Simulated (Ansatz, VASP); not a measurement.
# Ni: VASP beside Ansatz

```
Ni
1.0
     0.00000    1.76795    1.76795
     1.76795    0.00000    1.76795
     1.76795    1.76795    0.00000
Ni
1
Direct
  0.00000 0.00000 0.00000
```

Alike in both runs: task single point; functional PBE; k mesh 20 × 20 × 20; occupations fermi-dirac, width 0.05 eV; collinear spin.

|  | VASP | Ansatz |
| --- | --- | --- |
| version | VASP 6.6.1 | Ansatz 0.2.0 |
| potentials or method | VASP PAW PBE potentials, release 64 (Ni), cutoff 520 eV | all-electron LAPW, scalar-relativistic |

Ansatz gave:

```
pressure (GPa)                                                : -2.8
net moment per atom (μB)                                      : 0.64
size of the moment on the site where the two differ most (μB) : 0.67
```

What did VASP give for the same quantities?

Pressure (GPa): -2.8; net moment per atom (μB): 0.63; size of the moment on the site where the two differ most (μB): 0.64.

Site moments also hang on the region over which each program counts them. Ansatz ran all-electron here, so the differences hold the error of VASP's frozen core and of both bases.
